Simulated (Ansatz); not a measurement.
# ZnO (zincite) (P6_3mc) in Ansatz: further runs

One crystal, ZnO (zincite), is run at these levels: BLYP, r2SCAN; tasks: band structure.

Program: Ansatz 0.2.0. These are calculated values, not measurements. Logs are shortened: lines on timing, memory, paths and dates and some standing lists are left out, and cuts for length are marked.

**The experiment to reproduce.**

“Electronic structure of alkaline earth and post-transition metal oxides”, 2009, arxiv:0908.1581 quotes, for a bulk crystal of ZnO: band gap 3.37 eV.

The runs below are set against these values where they give the same quantity.

### 1 Starting point

The structure is hexagonal, space group P6_3mc (No. 186). Conventional cell: a = 3.249 Å, b = 3.249 Å, c = 5.206 Å, α = 90.00°, β = 90.00°, γ = 120.00°. Zn (site symmetry 3m) is surrounded by 4 O at 1.97 to 1.98 Å. O (site symmetry 3m) has 4 Zn at 1.97 to 1.98 Å as nearest neighbours.

### 2 Band structure, BLYP

Contents of input.yaml:

```yaml
crystal:
  lattice:
    - [3.249308, 0.0, 0.0]
    - [-1.624654, 2.8139832727, 0.0]
    - [0.0, 0.0, 5.205709]
  atoms:
    - { symbol: Zn, position: [0.6666666667, 0.3333333333, 0.0] }
    - { symbol: Zn, position: [0.3333333333, 0.6666666667, 0.5] }
    - { symbol: O, position: [0.3333333333, 0.6666666667, 0.87901] }
    - { symbol: O, position: [0.6666666667, 0.3333333333, 0.37901] }
hamiltonian:
  xc: blyp
  pseudopotentials: { kind: paw }
kpoints:
  mp_grid: { grid: [9, 9, 5] }
  band_path:
    path:
      - [[0.0, 0.0, 0.0], [0.5, 0.0, 0.0], [0.3333333333, 0.3333333333, 0.0], [0.0, 0.0, 0.0], [0.0, 0.0, 0.5], [0.5, 0.0, 0.5], [0.3333333333, 0.3333333333, 0.5], [0.0, 0.0, 0.5]]
      - [[0.5, 0.0, 0.5], [0.5, 0.0, 0.0]]
      - [[0.3333333333, 0.3333333333, 0.0], [0.3333333333, 0.3333333333, 0.5]]
    npoints: 14
scf:
  occupations: { method: fermi_dirac, width: 0.05 }
  n_extra_bands: 10
output:
  forces: true
  stress: true
  eigenvalues: true
  fatbands: false
  write_density: true
  write_potential: true
  elf: true
  volumetric_format: npy
```

Potentials or basis: Ansatz PAW.

Run with:

```console
ansatz run input.yaml --threads 2 --pin off --max-ram 5632MiB --backend cpu --events-out ev --progress --plain --runs-dir out
```

What it wrote:

```text
Warning: RAYON_NUM_THREADS=2 ignored (pool sized by the plan → 2); use --threads N
scf.n_extra_bands = 10 over 18 filled bands (N_el = 36.0): the run solves 28 bands
Engine: ansatz 0.2.0, x86_64-unknown-linux-gnu
Pseudopotentials: kind: paw
Pseudopotential: Zn, paw, valence charge 12, recommended cutoff 420 eV (normal), Zn.paw.azcp
Pseudopotential: O, paw, valence charge 6, recommended cutoff 420 eV (normal), O.paw.azcp
Functional definition: BLYP
  parameter beta = 0.0042
  parameter a = 0.04918
  parameter b = 0.132
  parameter c = 0.2533
  parameter d = 0.349
  exchange = b88_x(beta = beta)
  correlation = lyp_c(a = a, b = b, c = c, d = d)
Crystal: 4 atoms, lattice volume = 47.598 Å³
Basis set: ecut = 420 eV, 941 PW (Γ), exchange–correlation on 48×48×72 points (8 copies of the dense FFT grid, shifted against one another)
Bands: 28, of which v1, the nominal top of the filled ones, is band 18 counted from 1 (17 counted from 0)
Symmetry: 12 space group operations
Space group: P63mc (ITA 186), of the structure as read, at distance tolerance 3.6e-5 Å
k-points: 36 of 405 (time reversal used)
Non-local potential: Zn, projectors of the file, l = 0: 2, l = 1: 2, l = 2: 3, l = 3: 1
Non-local potential: O, projectors of the file, l = 0: 2, l = 1: 2, l = 2: 1
PAW form: soft (Blöchl's): semilocal exchange-correlation on the pseudo side does not see the compensation charge
PAW frozen core: Zn, regenerated for the run's functional, and the local potential with it (the file was generated under x = pbe(κ = 0.804, μ = 0.2195149727645171), c = pbe(β = 0.06672455060314922))
PAW frozen core: O, regenerated for the run's functional, and the local potential with it (the file was generated under x = pbe(κ = 0.804, μ = 0.2195149727645171), c = pbe(β = 0.06672455060314922))
PAW one-centre angular grid: Zn, 590 points (default); XC on 64 Gauss nodes
PAW one-centre angular grid: O, 110 points (default); XC on 64 Gauss nodes
Initial density: superposition of atomic densities (neutral atoms: chi_scale 0, normalization atom), corrected by the library's trained network
Initial wavefunctions: pseudopotential atomic-orbital guess
Functional: x = b88, c = lyp
SCF iter   1: F=—  HF=-7796.724235 eV  |F-HF|=—  |Δ(HF+E_count)|=         —  Δρ=1.72e-2  dr2=9.93e-2  ethr=1.77e-3  ⟨swp⟩=6.2  Hψ=4804  notcnv=0  defer=6
preconditioner: auto → Resta (q_TF=auto, 2.604 Å⁻¹)  ε∞=4.7  [insulator: Δε(μ)=1.073 eV  Ē_g=16.866 eV  σ=0.050 eV  W_gap=1.00  n_scr=22 (ndim 8)  ℏωp=32.3 eV  f_vac=0.035  D(μ)=0.00/eV (n_scr^D=0)  ε∞_Penn≈4.7]
SCF iter   2: F=—  HF=-7796.699384 eV  |F-HF|=—  |Δ(HF+E_count)|=   2.49e-2  Δρ=2.97e-3  dr2=3.88e-3  ethr=2.76e-4  ⟨swp⟩=2.4  Hψ=1944  notcnv=0  defer=87
SCF iter   3: F=—  HF=-7796.698773 eV  |F-HF|=—  |Δ(HF+E_count)|=   6.11e-4  Δρ=1.06e-3  dr2=5.48e-4  ethr=1.08e-5  ⟨swp⟩=3.0  Hψ=1558  notcnv=0  defer=87
SCF iter   4: F=—  HF=-7796.698859 eV  |F-HF|=—  |Δ(HF+E_count)|=   8.62e-5  Δρ=6.39e-4  dr2=2.28e-4  ethr=1.52e-6  ⟨swp⟩=2.0  Hψ=1373  notcnv=0  defer=87
SCF iter   5: F=—  HF=-7796.698804 eV  |F-HF|=—  |Δ(HF+E_count)|=   5.53e-5  Δρ=1.54e-4  dr2=6.66e-6  ethr=6.34e-7  ⟨swp⟩=2.0  Hψ=1495  notcnv=0  defer=87
SCF iter   6: F=—  HF=-7796.698716 eV  |F-HF|=—  |Δ(HF+E_count)|=   8.80e-5  Δρ=4.55e-5  dr2=5.13e-7  ethr=1.85e-8  ⟨swp⟩=2.0  Hψ=1487  notcnv=0  defer=87
SCF iter   7: F=-7796.698716 eV  HF=-7796.698716 eV  |F-HF|=4.13e-8  |Δ(HF+E_count)|=   2.24e-7  Δρ=8.60e-6  dr2=2.50e-8  ethr=2.78e-10  ⟨swp⟩=12.1  Hψ=7198  notcnv=0
SCF 1 converged in 7 iterations: F = -7796.698716 eV  dr2 = 2.50e-8
NSCF: frozen V_eff on 129 k-points
SCF converged after 7 iterations
Free energy (F): -7796.698716 eV
Harris-Foulkes:  -7796.698716 eV  (|F-HF|=4.13e-8)
Internal energy: -7796.698715 eV  (E = F + TS)
E sigma→0 (E₀):  -7796.698715 eV
Entropy (-TS):   -0.000001 eV (-0.000 meV/atom)
Fermi energy:    8.021323 eV
--- Per-component energies (eV) ---
  E_band       = 75.504404
  E_kinetic    = 613.565793
  E_local      = -4004.230764  (includes V_loc(G=0)·N_el)
  E_nonlocal   = 1332.233160
  E_hartree    = 1649.679536
  E_xc         = -416.526891
  E_vxc        = -285.643355  (∫ρ·V_xc dr)
  E_paw        = -4008.703428  (= ΣΔE_a)
  E_vpaw       = -879.779493  (= ΣTr[D̂ρ^β])
  E_aug_tail   = 0.004360  (compensation charges beyond the density's cutoff)
  E_ewald      = -2962.594745
  E_core_change = -0.125735  (= ΣΔE_core)
  E_smearing   = -0.000001  (= −TS)
  E_closure    = -0.000000  (closes the sum)
  Σ components = -7796.698716   (vs F -7796.698716, Δ=0.00e0)
--- Forces (eV/Å), atoms counted from 1 ---
  atom   1  Zn    -0.00000000     0.00000000    -0.06952644
  atom   2  Zn     0.00000000    -0.00000000    -0.06952644
  atom   3  O     -0.00000000     0.00000000     0.06955865
  atom   4  O      0.00000000    -0.00000000     0.06955865
  max |Σ_I F_I| component: 6.44e-5 eV/Å
--- Stress (GPa, compression-positive) ---
        8.781122       0.000000       0.000000
        0.000000       8.781122       0.000000
        0.000000       0.000000      10.759946
  P = ⅓ Tr σ = 9.4407 GPa (94.407 kbar)
--- Band table (eV; the first three rows and the last of 36) ---
  k-point 0: bands = ["-10.4516", "-9.7225", "1.7749", "1.7749", "1.8128", "1.9732", "1.9732", "1.9793", "2.9071", "2.9071", "3.1167", "3.1167", "3.3959", "6.6979", "6.6979", "7.4331", "7.5033", "7.5033", "8.4586", "12.7877", "15.9362", "20.4060", "20.4060", "21.6615", "21.6656", "21.6656", "24.3327", "25.8754"]
  k-point 1: bands = ["-10.3854", "-9.7957", "1.7487", "1.7850", "1.7850", "1.7885", "1.9445", "1.9445", "2.9345", "2.9345", "3.1050", "3.1050", "3.8619", "6.7474", "6.7763", "6.7763", "7.4277", "7.4277", "9.2627", "12.4719", "16.2188", "20.4199", "20.4199", "20.4391", "21.4023", "21.4023", "24.7889", "26.2867"]
  k-point 2: bands = ["-10.2087", "-9.9835", "1.6098", "1.6297", "1.8202", "1.8202", "1.8806", "1.8806", "2.9992", "2.9992", "3.0649", "3.0649", "4.7825", "5.7783", "6.9806", "6.9806", "7.2295", "7.2295", "10.4786", "11.6289", "17.0835", "18.5503", "20.5530", "20.5530", "20.9102", "20.9102", "25.5521", "26.5136"]
  k-point 35: bands = ["-9.5951", "-9.5951", "1.8131", "1.8131", "1.9151", "2.1262", "2.5378", "2.5378", "2.9020", "2.9367", "3.4058", "3.4058", "3.7945", "3.7945", "4.5482", "5.1483", "6.2236", "6.2236", "15.4974", "15.4974", "15.6784", "15.7951", "16.6066", "16.6066", "22.5480", "23.2490", "23.2490", "24.5373"]
```

It took 20 s on 2 threads of Intel Xeon at 2.50GHz (Skylake/Cascade Lake), shared host; peak memory 0.39 GiB.

Results:

```
Free energy             : -7796.6987 eV
Pressure                : 9.4 GPa
Largest force           : 0.070 eV/Å
Band gap on the k mesh  : 0.96 eV, direct
Band gap along the path : 0.96 eV, direct
```

Forces in eV/Å, atoms in the order of the input:
```
Zn   0.000  0.000 -0.070
Zn   0.000  0.000 -0.070
O    0.000  0.000  0.070
O    0.000  0.000  0.070
```

Levels at the corners of the path, in eV from the valence-band top:
```csv
point,band 16,band 17,band 18,band 19,band 20,band 21
Γ,-0.07,0.00,0.00,0.96,5.28,8.43
M,-2.26,-1.26,-0.82,5.84,7.10,7.83
K,-1.89,-1.89,-1.69,7.70,7.70,7.95
Γ,-0.07,0.00,0.00,0.96,5.28,8.43
A,-0.40,-0.40,-0.40,3.57,3.57,10.24
L,-1.49,-1.34,-1.34,5.91,5.91,8.46
H,-2.65,-1.22,-1.22,8.08,8.08,8.24
A,-0.40,-0.40,-0.40,3.57,3.57,10.24
L,-1.49,-1.34,-1.34,5.91,5.91,8.46
M,-2.26,-1.26,-0.82,5.84,7.10,7.83
K,-1.89,-1.89,-1.69,7.70,7.70,7.95
H,-2.65,-1.22,-1.22,8.08,8.08,8.24
```

Caveat: the pressure holds a Pulay correction of +0.9 GPa for the finite cutoff; the PAW data sets come from PBE, with cores solved anew for the run's functional, which leaves a small shift of forces and pressure.

### 3 Band structure, r2SCAN

Changes to input.yaml since step 2:

```diff
@@ -11,3 +11,3 @@
 hamiltonian:
-  xc: blyp
+  xc: r2scan
   pseudopotentials: { kind: paw }
@@ -29,5 +29 @@
   fatbands: false
-  write_density: true
-  write_potential: true
-  elf: true
-  volumetric_format: npy
```

Potentials or basis: Ansatz PAW.

Run with:

```console
ansatz run input.yaml --threads 2 --pin off --max-ram 5632MiB --backend cpu --events-out ev --progress --plain --runs-dir out
```

What it wrote:

```text
Warning: RAYON_NUM_THREADS=2 ignored (pool sized by the plan → 2); use --threads N
scf.n_extra_bands = 10 over 18 filled bands (N_el = 36.0): the run solves 28 bands
Engine: ansatz 0.2.0, x86_64-unknown-linux-gnu
Pseudopotentials: kind: paw
Pseudopotential: Zn, paw, valence charge 12, recommended cutoff 500 eV (meta_gga), Zn.paw.azcp
Pseudopotential: O, paw, valence charge 6, recommended cutoff 500 eV (meta_gga), O.paw.azcp
Functional definition: r2SCAN
  parameter k0 = 0.174
  parameter k1 = 0.065
  parameter a1 = 4.9479
  exchange = r2scan_x(k0 = k0, k1 = k1, a1 = a1)
  correlation = r2scan_c
Crystal: 4 atoms, lattice volume = 47.598 Å³
Basis set: ecut = 500 eV, 1213 PW (Γ), exchange–correlation on 96×96×160 points (64 copies of the dense FFT grid, shifted against one another)
Bands: 28, of which v1, the nominal top of the filled ones, is band 18 counted from 1 (17 counted from 0)
Symmetry: 12 space group operations
Space group: P63mc (ITA 186), of the structure as read, at distance tolerance 3.6e-5 Å
k-points: 36 of 405 (time reversal used)
Non-local potential: Zn, projectors of the file, l = 0: 2, l = 1: 2, l = 2: 3, l = 3: 1
Non-local potential: O, projectors of the file, l = 0: 2, l = 1: 2, l = 2: 1
PAW form: soft (Blöchl's): semilocal exchange-correlation on the pseudo side does not see the compensation charge
[... 27 lines left out ...]
  E_band       = 46.454047
  E_kinetic    = 612.386029
  E_local      = -4017.753575  (includes V_loc(G=0)·N_el)
  E_nonlocal   = 1342.568653
  E_hartree    = 1657.670999
  E_xc         = -392.582499
  E_vxc        = -315.525638  (∫ρ·V_xc dr)
  E_paw        = -4029.118026  (= ΣΔE_a)
  E_vpaw       = -909.710116  (= ΣTr[D̂ρ^β])
  E_aug_tail   = 0.001783  (compensation charges beyond the density's cutoff)
  E_vtau       = 19.144861  (kinetic-family band-sum trace: ∫τ·v_τ [+ j·A + Jᵃ·Aᵃ] dr)
  E_ewald      = -2962.594745
  E_core_change = -0.429119  (= ΣΔE_core)
  E_smearing   = -0.000000  (= −TS)
  E_closure    = -0.000000  (closes the sum)
  Σ components = -7789.850501   (vs F -7789.850501, Δ=0.00e0)
--- Forces (eV/Å), atoms counted from 1 ---
  atom   1  Zn    -0.00000000     0.00000000    -0.06991655
  atom   2  Zn    -0.00000000    -0.00000000    -0.06991655
  atom   3  O     -0.00000000     0.00000000     0.07005485
  atom   4  O      0.00000000    -0.00000000     0.07005485
  max |Σ_I F_I| component: 2.77e-4 eV/Å
--- Stress (GPa, compression-positive) ---
       -1.634324       0.000000      -0.000000
        0.000000      -1.634324      -0.000000
       -0.000000      -0.000000      -0.082965
  P = ⅓ Tr σ = -1.1172 GPa (-11.172 kbar)
--- Band table (eV; the first three rows and the last of 36) ---
  k-point 0: bands = ["-12.2102", "-11.5133", "1.0428", "1.0428", "1.0850", "1.1921", "1.2531", "1.2531", "2.2769", "2.2769", "2.4853", "2.4853", "2.7480", "6.0216", "6.0216", "6.7720", "6.8469", "6.8469", "8.0816", "12.6982", "15.7099", "20.5323", "20.5323", "21.8595", "21.9035", "21.9035", "23.9773", "25.7990"]
  k-point 1: bands = ["-12.1466", "-11.5829", "1.0179", "1.0215", "1.0543", "1.0543", "1.2233", "1.2233", "2.3039", "2.3039", "2.4736", "2.4736", "3.1989", "6.1024", "6.1024", "6.1154", "6.7703", "6.7703", "8.8689", "12.3230", "16.0483", "20.5369", "20.5369", "20.5389", "21.5964", "21.5964", "24.4517", "26.2433"]
  k-point 2: bands = ["-11.9772", "-11.7620", "0.8605", "0.8911", "1.0924", "1.0924", "1.1563", "1.1563", "2.3681", "2.3681", "2.4335", "2.4335", "4.1183", "5.1297", "6.3120", "6.3120", "6.5673", "6.5673", "10.1401", "11.3770", "17.0077", "18.5587", "20.6635", "20.6635", "21.0448", "21.0448", "25.2281", "26.2332"]
  k-point 35: bands = ["-11.3931", "-11.3931", "1.0853", "1.0853", "1.1796", "1.3858", "1.8416", "1.8416", "2.2681", "2.3039", "2.7634", "2.7634", "3.1451", "3.1451", "3.8369", "4.4443", "5.5303", "5.5303", "15.2802", "15.4209", "15.5074", "15.5074", "16.6153", "16.6153", "22.2967", "23.6075", "23.6075", "24.3214"]
```

It took 25 s on 2 threads of Intel Xeon at 2.50GHz (Skylake/Cascade Lake), shared host; peak memory 0.47 GiB.

Results:

```
Free energy             : -7789.8505 eV
Pressure                : -1.1 GPa
Largest force           : 0.070 eV/Å
Band gap on the k mesh  : 1.23 eV, direct
Band gap along the path : 1.23 eV, direct
```

Forces on the atoms (eV/Å):
```
Zn   0.000  0.000 -0.070
Zn   0.000  0.000 -0.070
O    0.000  0.000  0.070
O    0.000  0.000  0.070
```

Levels at the corners of the path, in eV from the valence-band top:
```csv
point,band 14,band 15,band 16,band 17,band 18,band 19,band 20,band 21,band 22,band 23
Γ,-0.83,-0.83,-0.07,0.00,0.00,1.23,5.85,8.86,13.69,13.69
M,-3.54,-2.85,-2.32,-1.29,-0.84,6.40,7.37,8.14,9.26,11.42
K,-3.55,-3.55,-1.94,-1.94,-1.72,8.16,8.40,8.40,8.66,11.60
Γ,-0.83,-0.83,-0.07,0.00,0.00,1.23,5.85,8.86,13.69,13.69
A,-2.22,-0.41,-0.41,-0.41,-0.41,3.93,3.93,10.86,10.86,13.97
L,-3.78,-1.53,-1.53,-1.38,-1.38,6.27,6.27,9.13,9.13,12.03
H,-3.72,-2.70,-2.70,-1.25,-1.25,8.51,8.51,8.73,8.73,9.57
A,-2.22,-0.41,-0.41,-0.41,-0.41,3.93,3.93,10.86,10.86,13.97
L,-3.78,-1.53,-1.53,-1.38,-1.38,6.27,6.27,9.13,9.13,12.03
M,-3.54,-2.85,-2.32,-1.29,-0.84,6.40,7.37,8.14,9.26,11.42
K,-3.55,-3.55,-1.94,-1.94,-1.72,8.16,8.40,8.40,8.66,11.60
H,-3.72,-2.70,-2.70,-1.25,-1.25,8.51,8.51,8.73,8.73,9.57
```

Caveat: the PAW data sets come from PBE, with cores solved anew for the run's functional, which leaves a small shift of forces and pressure.

### 4 Comparison with measurements

Step 2. Measured gap of ZnO: 3.37 eV (quoted in “Electronic structure of alkaline earth and post-transition metal oxides”, 2009, arxiv:0908.1581). This calculation gives 0.96 eV (-2.41 eV). So large a miss can be the level of theory's own, or it may mean another phase, state or a wrong row. The value is that of BLYP, without temperature or zero-point motion. Semilocal functionals fall short of measured gaps as a rule.

Step 3. A measured gap of ZnO is 3.37 eV (quoted in “Electronic structure of alkaline earth and post-transition metal oxides”, 2009, arxiv:0908.1581); the calculated 1.23 eV misses it by -2.14 eV. So large a miss can be the level of theory's own, or it may mean another phase, state or a wrong row. The value is that of r2SCAN, without temperature or zero-point motion.
